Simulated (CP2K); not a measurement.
## ZnAu in CP2K: the effect of dispersion

Crystal: ZnAu.

```
Au Zn
1.0
     3.14700    0.00000    0.00000
     0.00000    3.14700    0.00000
     0.00000    0.00000    3.14700
Au Zn
1 1
Direct
  0.00000 0.00000 0.00000
  0.50000 0.50000 0.50000
```

Alike in all runs:

| Property | Result |
| --- | --- |
| Program | CP2K 2026.2 |
| Task | single point |
| Functional | PBEsol |
| Potentials or basis | POTENTIAL_UZH Au GTH-PBE-q11, Zn GTH-PBE-q12; TZVP-MOLOPT-PBE-GTH basis |
| Density cutoff | 6803 eV |
| k mesh | 8 × 8 × 8 |
| Occupations | fermi-dirac, width 0.05 eV |
| Spin | no spin polarisation |

| dispersion | pressure (GPa) |
| --- | --- |
| none | 0.9 |
| D3 | -1.5 |
| D3(BJ) | -4.4 |
| D4 | -2.0 |
| rVV10 | 0.3 |
| D3(BJ)+ATM | ? |

**Question.** What does the run with dispersion D3(BJ)+ATM give?

**Answer.** Pressure -3.4 GPa.

Caveats: the potentials were made for another functional, which shifts forces and pressure; the basis of atomic orbitals isn't converged, which shifts pressures, moduli and gaps; pairwise dispersion overbinds metals, which lowers pressure and volume (some runs).
